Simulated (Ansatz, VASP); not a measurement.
**Br: VASP beside Ansatz**

```
Br
1.0
     3.58254    0.00000    0.00000
    -1.79127    3.10257    0.00000
     0.00000    0.00000    2.56864
Br
1
Direct
  0.00000 0.00000 0.00000
```

Change from the starting cell: volume scaled by 0.8, LAPW.

Alike in both runs: task single point; functional PBE; k mesh 15 × 15 × 14; occupations fermi-dirac, width 0.1 eV; no spin polarisation.

```csv
,VASP,Ansatz
version,VASP 6.6.1,Ansatz 0.2.0
potentials or method,"VASP PAW PBE potentials, release 64 (Br), cutoff 520 eV","all-electron LAPW, scalar-relativistic"
```

```csv
,VASP,Ansatz,Ansatz less VASP
pressure (GPa),3.1,3.1,+0.02
largest component of the traceless stress (GPa),0.05,0.06,+0.013
```

Ansatz ran all-electron here, so the differences hold the error of VASP's frozen core and of both bases.

Caveats: an odd number of electrons without spin polarisation forces a metal; a magnetic or distorted state may lie lower.
